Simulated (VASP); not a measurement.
**A VASP 6.6.1 single-point calculation on LiH**

INCAR

```
LREAL = .FALSE.
LCHARG = .FALSE.
ISIF = 2
EDIFF = 1E-7
NELM = 120
ISYM = 3
NSW = 0
SIGMA = 0.02
ISMEAR = -1
LWAVE = .FALSE.
GGA = PE
NBANDS = 6
LASPH = .TRUE.
IBRION = -1
ENCUT = 520
PREC = Accurate
```

KPOINTS

```
KPOINTS created by Atomic Simulation Environment
0
Gamma
10 10 10
0 0 0
```

POSCAR

```
Li H
 1.0000000000000000
    -0.0000000000000000    2.1451220115935112    2.1451220115935112
     2.1451220115935112   -0.0000000000000000    2.1451220115935112
     2.1451220115935112    2.1451220115935112   -0.0000000000000000
 Li  H
   1   1
Cartesian
 -0.0000000000000000 -0.0000000000000000 -0.0000000000000000
  1.0725610057967556  1.0725610057967556  1.0725610057967556
```

The recommended PBE PAW datasets give the neutral cell 4 valence electrons.

Command

```
mpirun -np 1 vasp_std
```

Task: How does this run end, and what does it give?

Result: VASP stopped with an error.

OSZICAR

```
N       E                     dE             d eps       ncg     rms          rms(c)
DAV:   1    -0.884342967835E+00   -0.88434E+00   -0.14131E+03   570   0.598E+02
DAV:   2    -0.623118557883E+01   -0.53468E+01   -0.53468E+01   768   0.713E+01
DAV:   3    -0.637208691821E+01   -0.14090E+00   -0.14090E+00   708   0.105E+01
DAV:   4    -0.637392840972E+01   -0.18415E-02   -0.18415E-02   714   0.117E+00
DAV:   5    -0.637393633006E+01   -0.79203E-05   -0.79203E-05   720   0.752E-02
```

Standard output (part)

```
POSCAR found type information on POSCAR LiH
 POSCAR found :  2 types and       2 ions
 LDA part: xc-table for (Slater+PW92), standard interpolation
 POSCAR, INCAR and KPOINTS ok, starting setup
 WAVECAR not read
 entering main loop
|                     _     ____    _    _    _____     _                     |
|                    | |   | |_) | | |  | | | |  __    | |                    |
|                    |_|   |  _ <  | |  | | | | |_ |   |_|                    |
|                     _    | |_) | | |__| | | |__| |    _                     |
|     internal error in CHECK_FULL_KPOINTS: KPOINTS_FULL not properly         |
|     initialised                                                             |
|     If you are not a developer, you should not encounter this problem.      |
|     Please submit a bug report.                                             |
```
